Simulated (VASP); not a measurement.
# Ba (Pm-3m) in VASP: a series of runs

Aim: see how the results for Ba move with the level of theory and the settings. Levels: r2SCAN, PBEsol. Tasks: single point.

Program: VASP 6.6.1. These are calculated values, not measurements. Logs are shortened: lines on timing, memory, paths and dates and some standing lists are left out, and cuts for length are marked.

## Step 1: The cell of the first run

The structure is cubic, space group Pm-3m (No. 221). Conventional cell: a = 3.844 Å, b = 3.844 Å, c = 3.844 Å, α = 90.00°, β = 90.00°, γ = 90.00°. Ba (site symmetry m-3m) has 6 Ba at 3.84 Å as nearest neighbours.

This isn't the form of Ba at room conditions, which is bcc.

## Step 2: Single point, r2SCAN (functional r2SCAN, strained and moved within the space group)

File POSCAR:

```
Ba
1.0
    3.8437510333      0.0000000000      0.0000000000
    0.0000000000      3.8437510333      0.0000000000
    0.0000000000      0.0000000000      3.8437510333
Ba
1
Direct
    0.0000000000      0.0000000000      0.0000000000
```

File INCAR.step1:

```
  PREC = Accurate
  ENCUT = 520
  ISMEAR = 0
  SIGMA = 0.1
  LREAL = False
  LASPH = True
  NELM = 60
  NBANDS = 11
  GGA = PE
  ALGO = Normal
  EDIFF = 1E-4
  LWAVE = True
  LCHARG = False
```

File INCAR.step2:

```
  PREC = Accurate
  ENCUT = 520
  EDIFF = 1E-6
  ISMEAR = 0
  SIGMA = 0.1
  LREAL = False
  LASPH = True
  NELM = 60
  ALGO = Normal
  ISIF = 2
  LWAVE = False
  LCHARG = False
  METAGGA = R2SCAN
  LMIXTAU = True
  NBANDS = 11
  ISTART = 1
```

File KPOINTS:

```
regular mesh
0
Gamma
  12 12 12
```

Potentials or basis: VASP PAW PBE potentials, release 64 (Ba_sv).

Command:

```
> cat potpaw_PBE.64/Ba_sv/POTCAR > POTCAR
> cp INCAR.step1 INCAR
> mpirun -np 1 vasp_std > vasp.out
> cp INCAR.step2 INCAR
> mpirun -np 1 vasp_std > vasp.out
```

OUTCAR:

```text
PREC = Accurate
   ENCUT = 520
   EDIFF = 1E-6
   ISMEAR = 0
   LREAL = False
   LASPH = True
   NELM = 60
   ISIF = 2
   METAGGA = R2SCAN
   ISTART = 1

 ion  position               nearest neighbor table
   1  0.000  0.000  0.000-

  LATTYP: Found a simple cubic cell.
 ALAT       =     3.8437510333

  Lattice vectors:

 A1 = (   3.8437510333,   0.0000000000,   0.0000000000)
 A2 = (   0.0000000000,   3.8437510333,   0.0000000000)
 A3 = (   0.0000000000,   0.0000000000,   3.8437510333)

Analysis of symmetry for initial positions (statically):
=====================================================================
 Subroutine PRICEL returns:
 Original cell was already a primitive cell.

 Routine SETGRP: Setting up the symmetry group for a
 simple cubic supercell.

 Subroutine GETGRP returns: Found 48 space group operations
 (whereof 48 operations were pure point group operations)
 out of a pool of 48 trial point group operations.

The static configuration has the point symmetry O_h .

Analysis of symmetry for dynamics (positions and initial velocities):
=====================================================================
 Subroutine PRICEL returns:
 Original cell was already a primitive cell.

 Routine SETGRP: Setting up the symmetry group for a
 simple cubic supercell.

 Subroutine GETGRP returns: Found 48 space group operations
 (whereof 48 operations were pure point group operations)
 out of a pool of 48 trial point group operations.

The dynamic configuration has the point symmetry O_h .

 Subroutine INISYM returns: Found 48 space group operations
 (whereof 48 operations are pure point group operations),
 and found     1 'primitive' translations

----------------------------------------------------------------------------------------

                                     Primitive cell

  volume of cell :      56.7892

  direct lattice vectors                    reciprocal lattice vectors
     3.843751033  0.000000000  0.000000000     0.260162532  0.000000000  0.000000000
     0.000000000  3.843751033  0.000000000     0.000000000  0.260162532  0.000000000
     0.000000000  0.000000000  3.843751033     0.000000000  0.000000000  0.260162532

  length of vectors
     3.843751033  3.843751033  3.843751033     0.260162532  0.260162532  0.260162532

  position of ions in fractional coordinates (direct lattice)
     0.000000000  0.000000000  0.000000000

  ion indices of the primitive-cell ions
   primitive index   ion index
                 1           1

----------------------------------------------------------------------------------------

 KPOINTS: regular mesh

Automatic generation of k-mesh.
 Grid dimensions read from file:
 generate k-points for:   12   12   12

 Generating k-lattice:

  Cartesian coordinates                     Fractional coordinates (reciprocal lattice)
     0.021680211  0.000000000  0.000000000     0.083333333  0.000000000  0.000000000
     0.000000000  0.021680211  0.000000000     0.000000000  0.083333333  0.000000000
     0.000000000  0.000000000  0.021680211     0.000000000  0.000000000  0.083333333

  Length of vectors
     0.021680211  0.021680211  0.021680211

  Shift w.r.t. Gamma in fractional coordinates (k-lattice)
     0.000000000  0.000000000  0.000000000

 Subroutine IBZKPT returns following result:
 ===========================================

 Found     84 irreducible k-points:

 Following reciprocal coordinates:
            Coordinates               Weight
  0.000000  0.000000  0.000000      1.000000
  0.083333  0.000000  0.000000      6.000000
  0.166667  0.000000  0.000000      6.000000
  0.250000  0.000000  0.000000      6.000000
  0.333333  0.000000  0.000000      6.000000
  0.416667  0.000000  0.000000      6.000000
[... 16 lines left out ...]
  0.333333  0.333333  0.000000     12.000000
  0.416667  0.333333  0.000000     24.000000
 [... further k-points ...]
   k-points           NKPTS =     84   k-points in BZ     NKDIM =     84   number of bands    NBANDS=     11
   number of dos      NEDOS =    301   number of ions     NIONS =      1
   total plane-waves  NPLWV =  27000
   dimension x,y,z NGX =    30 NGY =   30 NGZ =   30
   dimension x,y,z NGXF=    60 NGYF=   60 NGZF=   60
   ions per type =               1
   NGX,Y,Z   is equivalent  to a cutoff of  12.98, 12.98, 12.98 a.u.
   NGXF,Y,Z  is equivalent  to a cutoff of  25.95, 25.95, 25.95 a.u.
 SYSTEM =  unknown system
   PREC   = accura    normal or accurate (medium, high low for compatibility)
   ISTART =      1    job   : 0-new  1-cont  2-samecut
   ICHARG =      0    charge: 1-file 2-atom 10-const
   ISPIN  =      1    spin polarized calculation?
   LNONCOLLINEAR =      F non collinear calculations
   LSORBIT =      F    spin-orbit coupling
   LASPH  =      T    aspherical Exc in radial PAW
   ENCUT  =  520.0 eV  38.22 Ry    6.18 a.u.   7.15  7.15  7.15*2*pi/ulx,y,z
   NELM   =     60;   NELMIN=  2; NELMDL=  0     # of ELM steps
   EDIFF  = 0.1E-05   stopping-criterion for ELM
   LREAL  =      F    real-space projection
   EDIFFG = 0.1E-04   stopping-criterion for IOM
   NSW    =      0    number of steps for IOM
   IBRION =     -1    ionic relax: 0-MD 1-quasi-New 2-CG
   NFREE  =      0    steps in history (QN), initial steepest desc. (CG)
   ISIF   =      2    stress and relaxation
   ISYM   =      2    0-nonsym 1-usesym 2-fastsym
   POTIM  = 0.5000    time-step for ionic-motion
   TEBEG  =    0.0;   TEEND  =   0.0 temperature during run
   PSTRESS=    0.0 pullay stress
   NELECT =      10.0000    total number of electrons
   NUPDOWN=      -1.0000    fix difference up-down
   EMIN   =  10.00;   EMAX   =-10.00  energy-range for DOS
   EFERMI =   0.00;   METHOD = LEGACY
   ISMEAR =     0;   SIGMA  =   0.10  broadening in eV -4-tet -1-fermi 0-gaus
   EFERMI_NEDOS =   21; number of points for ismear=-14 and -15
   IALGO  =     38    algorithm
   IMIX   =      4    mixing-type and parameters
     AMIX     =   0.40;   BMIX     =  1.00
     AMIX_MAG =   1.60;   BMIX_MAG =  1.00
  volume/ion in A,a.u.               =      56.79       383.23
  Fermi-wavevector in a.u.,A,eV,Ry     =   0.917599  1.734011 11.455940  0.841988
  Thomas-Fermi vector in A             =   2.042586
   LORBIT       =      0    0 simple, 1 ext, 2 COOP (PROOUT), +10 PAW based schemes
   METAGGA = R2SCAN    functional components
   LHFCALC =     F    Hartree Fock is set to
   AEXX    =    0.0000 exact exchange contribution
   IVDW    =     0    specifies the selected vdW correction
   LEPSILON=     F    determine dielectric tensor
   LRPA    =     F    only Hartree local field effects (RPA)
 non-spin polarized calculation
 Gauss-broadening in eV      SIGMA  =   0.10
  energy-cutoff  :      520.00
  volume of cell :       56.79
 maximum number of plane-waves:      1568
 NGX is ok and might be reduce to    30
   NGX = 15   NGY = 15   NGZ = 15

 number of electron      10.0000000 magnetization

 Free energy of the ion-electron system (eV)
  ---------------------------------------------------
  ext. energy  EPLUGINS =         0.00000000
  ---------------------------------------------------
  free energy    TOTEN  =       -26.17526771 eV

  energy without entropy =      -26.17275011  energy(sigma->0) =      -26.17400891

 E-fermi :   2.0904     XC(G=0):  -8.1744

 val. band max:        2.0554220916   @ k =   0.5000   0.1667   0.0000
 cond. band min:       2.1460584014   @ k =   0.5000   0.4167   0.4167
 fundamental gap:      0.0906363098
 Fermi energy:         2.0903887056

 k-point     1 :       0.0000    0.0000    0.0000
  band No.  band energies     occupation
      1     -28.1404      2.00000
      2     -12.4824      2.00000
      3     -12.4824      2.00000
      4     -12.4824      2.00000
      5      -0.6556      2.00000
      6       2.1776      0.21742
      7       2.1776      0.21742
      8       7.5468      0.00000
      9       7.5468      0.00000
     10       7.5468      0.00000
     11      10.6158      0.00000

 k-point     2 :       0.0833    0.0000    0.0000
  band No.  band energies     occupation
      1     -28.1348      2.00000
      2     -12.5493      2.00000
      3     -12.4766      2.00000
      4     -12.4766      2.00000
      5      -0.5355      2.00000
      6       2.2160      0.07572
      7       2.3040      0.00252
      8       7.2322      0.00000
      9       7.2322      0.00000
     10       7.5657      0.00000
     11      10.0875      0.00000

 k-point     3 :       0.1667    0.0000    0.0000
  band No.  band energies     occupation
      1     -28.1195      2.00000
      2     -12.7266      2.00000
      3     -12.4608      2.00000
      4     -12.4608      2.00000
      5      -0.2078      2.00000
      6       2.3251      0.00090
      7       2.6491      0.00000
      8       6.5883      0.00000
      9       6.5883      0.00000
     10       7.6184      0.00000
     11       9.1741      0.00000

 k-point     4 :       0.2500    0.0000    0.0000
  band No.  band energies     occupation
      1     -28.0985      2.00000
      2     -12.9567      2.00000
      3     -12.4390      2.00000
      4     -12.4390      2.00000
      5       0.2556      2.00000
      6       2.4858      0.00000
      7       3.0666      0.00000
      8       5.9427      0.00000
      9       5.9427      0.00000
     10       7.6926      0.00000
     11       8.5158      0.00000
[... 239 lines left out ...]
 k-point    22 :       0.5000    0.2500    0.0000
  band No.  band energies     occupation
      1     -28.0156      2.00000
      2     -13.3118      2.00000
      3     -12.8374      2.00000
      4     -12.3544      2.00000
      5       1.6475      2.00000
      6       2.4377      0.00000
      7       4.1186      0.00000
      8       5.2652      0.00000
      9       5.4667      0.00000
     10       6.4880      0.00000
     11       9.4364      0.00000

 k-point    23 :       0.3333    0.3333    0.0000
  band No.  band energies     occupation
      1     -28.0160      2.00000
      2     -13.0888      2.00000
      3     -13.0639      2.00000
      4     -12.3549      2.00000
      5       1.3439      2.00000
      6       2.5917      0.00000
      7       4.8555      0.00000
      8       5.0341      0.00000
      9       5.7245      0.00000
     10       5.9687      0.00000
     11       9.0388      0.00000

 k-point    24 :       0.4167    0.3333    0.0000
  band No.  band energies     occupation
      1     -28.0008      2.00000
      2     -13.2233      2.00000
      3     -13.0514      2.00000
      4     -12.3395      2.00000
      5       1.2333      2.00000
      6       2.7040      0.00000
      7       4.9919      0.00000
      8       5.5170      0.00000
      9       5.5275      0.00000
     10       5.9704      0.00000
     11       9.0557      0.00000

 [... further k-points ...]
[... 5 lines left out ...]
  --------------------------------------------------------------------------------------
  -------------------------------------------------------------------------------------
  Total        0.2158801      0.2158801      0.2158801     -0.0000000      0.0000000     -0.0000000
  in kB        6.0905643      6.0905643      6.0905643     -0.0000000      0.0000000     -0.0000000
  external PRESSURE =       6.0905643 kB  Pullay stress =       0.0000000 kB

 VOLUME and BASIS-vectors are now :
 -----------------------------------------------------------------------------
  energy-cutoff  :      520.00
  volume of cell :       56.79
      direct lattice vectors                 reciprocal lattice vectors
     3.843751033  0.000000000  0.000000000     0.260162532  0.000000000  0.000000000
     0.000000000  3.843751033  0.000000000     0.000000000  0.260162532  0.000000000
     0.000000000  0.000000000  3.843751033     0.000000000  0.000000000  0.260162532

 POSITION                                       TOTAL-FORCE (eV/Angst)
 -----------------------------------------------------------------------------------
      0.00000      0.00000      0.00000         0.000000      0.000000      0.000000
 -----------------------------------------------------------------------------------
    total drift:                                0.000000      0.000000     -0.000000

  FREE ENERGIE OF THE ION-ELECTRON SYSTEM (eV)
  ---------------------------------------------------
  free  energy   TOTEN  =       -26.1752677081 eV

  energy  without entropy=      -26.1727501067  energy(sigma->0) =      -26.17400891
```

Wall time 2.2 min (1 thread of Intel Xeon Platinum 8375C at 2.90GHz (Ice Lake), shared host); peak memory 0.2 GiB.

What came out:

```
Free energy            : -26.1753 eV
Pressure               : 0.6 GPa
Band gap on the k mesh : none (metal or under the smearing width)
```

Caveat: the PAW data sets were made with another functional, which shifts forces and pressure a little.

## Step 3: Single point, PBEsol (strained and moved within a subgroup)

File INCAR:

```
  PREC = Accurate
  ENCUT = 520
  EDIFF = 1E-6
  ISMEAR = 0
  SIGMA = 0.1
  LREAL = False
  LASPH = True
  NELM = 80
  ALGO = Normal
  ISIF = 2
  LWAVE = False
  LCHARG = False
  GGA = PS
  NBANDS = 11
```

File KPOINTS:

```
Automatic mesh
0
Gamma
  10 10 10
```

File POSCAR:

```
Ba
1.0
    3.9214393722      0.0000000000      0.0000000000
    0.0000000000      3.8626736091      0.0000000000
    0.0000000000      0.0000000000      3.9214393722
Ba
1
Direct
    0.0000000000      0.0000000000      0.0000000000
```

Potentials or basis: VASP PAW PBE potentials, release 64 (Ba_sv).

Command:

```
> cat potpaw_PBE.64/Ba_sv/POTCAR > POTCAR
> mpirun -np 1 vasp_std > vasp.out
```

It took 44 s on 1 thread of Intel Xeon Platinum 8375C at 2.90GHz (Ice Lake), shared host; peak memory 0.22 GiB.

Results (log left out):

```yaml
Free_energy: -1.8440 eV
Pressure: -0.4 GPa
Band_gap_on_the_k_mesh: none (metal or under the smearing width)
```

Stress tensor (GPa, compression positive):
```
-0.52  0.00  0.00
 0.00 -0.08  0.00
 0.00  0.00 -0.52
```

Levels at points of the mesh, in eV from the Fermi level:
```tsv
k point	band 2	band 3	band 4	band 5	band 6	band 7	band 8	band 9
(0.00, 0.00, 0.00)	-13.90	-13.90	-13.85	-2.63	-0.04	-0.03	4.98	5.09
(0.50, 0.00, 0.00)	-14.67	-13.83	-13.78	-0.76	0.53	0.85	2.65	2.80
(0.00, 0.50, 0.00)	-14.72	-13.81	-13.81	-0.68	0.60	0.92	2.59	2.59
(0.50, 0.50, 0.00)	-14.60	-14.54	-13.75	-1.08	0.70	3.09	3.20	3.52
(0.50, 0.00, 0.50)	-14.55	-14.55	-13.72	-1.06	0.60	3.30	3.30	3.45
(0.50, 0.50, 0.50)	-14.50	-14.44	-14.44	-0.13	-0.13	-0.03	3.99	6.70
```

Caveat: the PAW data sets were made with another functional, which shifts forces and pressure a little. The run has no spin-orbit coupling, so splittings on Ba are missing.

## Step 4: Single point, PBEsol (strained and moved within the space group)

File INCAR:

```
PREC = Accurate
ENCUT = 520
EDIFF = 1E-7
ISMEAR = 0
SIGMA = 0.1
LREAL = False
LASPH = True
NELM = 80
ALGO = Normal
ISIF = 2
LWAVE = False
LCHARG = False
GGA = PS
NBANDS = 11
```

File KPOINTS:

```
Automatic mesh
0
Gamma
  12 12 12
```

File POSCAR:

```
Ba
1.0
    3.9082758412      0.0000000000      0.0000000000
    0.0000000000      3.9082758412      0.0000000000
    0.0000000000      0.0000000000      3.9082758412
Ba
1
Direct
    0.0000000000      0.0000000000      0.0000000000
```

Command:

```
> cat potpaw_PBE.64/Ba_sv/POTCAR > POTCAR
> mpirun -np 1 vasp_std > vasp.out
```

Wall time 42 s (1 thread of Intel Xeon Platinum 8375C at 2.90GHz (Ice Lake), shared host); peak memory 0.2 GiB.

The run converged. Its results:

- Free energy: -1.8472 eV
- Pressure: -0.4 GPa
- Band gap on the k mesh: none (metal or under the smearing width)

Levels at points of the mesh, in eV from the Fermi level:
```csv
k point,band 2,band 3,band 4,band 5,band 6,band 7,band 8,band 9
"(0.00, 0.00, 0.00)",-13.87,-13.87,-13.87,-2.60,-0.01,-0.01,5.05,5.05
"(0.50, 0.00, 0.00)",-14.66,-13.80,-13.80,-0.71,0.58,0.89,2.69,2.69
"(0.50, 0.50, 0.00)",-14.54,-14.54,-13.73,-1.04,0.69,3.21,3.21,3.50
"(0.50, 0.50, 0.50)",-14.44,-14.44,-14.44,-0.07,-0.07,-0.07,4.01,6.77
```

Caveat: the PAW data sets were made with another functional, which shifts forces and pressure a little.

## Step 5: The runs side by side

```csv
level,cell,k mesh,gap on the mesh (eV),pressure (GPa)
r2SCAN,"functional r2SCAN, strained and moved within the space group",12 × 12 × 12,none,0.6
PBEsol,strained and moved within a subgroup,10 × 10 × 10,none,-0.4
PBEsol,strained and moved within the space group,12 × 12 × 12,none,-0.4
```

Alike in all rows: task single point; potentials or basis VASP PAW PBE potentials, release 64 (Ba_sv); no spin polarisation; cutoff (eV) 520; smearing gaussian 0.1 eV.

Caveats: the PAW data sets were made with another functional, which shifts forces and pressure a little.

Absolute energies hang on the potentials; compare differences alone.
